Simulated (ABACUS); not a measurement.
# TaN: equation of state with PBEsol

TaN:

```
CELL_PARAMETERS angstrom
0.00000 2.21132 2.21132
2.21132 0.00000 2.21132
2.21132 2.21132 0.00000
ATOMIC_POSITIONS crystal
Ta 0.50000 0.50000 0.50000
N 0.00000 0.00000 0.00000
```

The cell comes from a database or a generator and needn't be the stable form of this composition.

```yaml
Program: ABACUS 3.10.1
Task: equation of state
Functional: PBEsol
Potentials_or_basis: PseudoDojo NC SR 0.4.1 PBEsol standard
Cutoff: 1143 eV
Density_cutoff: 4572 eV
Basis: plane waves
k_mesh: 10 × 10 × 10
Occupations: fermi-dirac, width 0.05 eV
Spin: no spin polarisation
Radial_cutoff_of_the_potentials_pseudo_rcut: 7 bohr
SCF_threshold_on_the_density: 1e-08
Max_SCF_steps: 100
Eigensolver: dav
Mixing: broyden
Mixing_share: 0.7
Symmetry_key: 1
Bands: 13
```

```
Equilibrium volume                      : 10.46 Å³/atom
Bulk modulus                            : 355 GPa
Pressure derivative of the bulk modulus : 4.4
```

Energy against volume, from the lowest point:
| volume (Å³/atom) | energy (meV/atom) |
| --- | --- |
| 10.164 | 8.88 |
| 10.381 | 0.00 |
| 10.597 | 1.44 |
| 10.813 | 12.12 |
| 11.030 | 31.05 |
| 11.246 | 57.35 |
| 11.462 | 90.24 |

All runs of the series together: 56 s on 4 threads of Intel(R) Xeon(R) Platinum 8259CL CPU @ 2.50GHz (Skylake/Cascade Lake), on a shared host.

Spin-orbit coupling is left out, which matters for the levels of Ta.
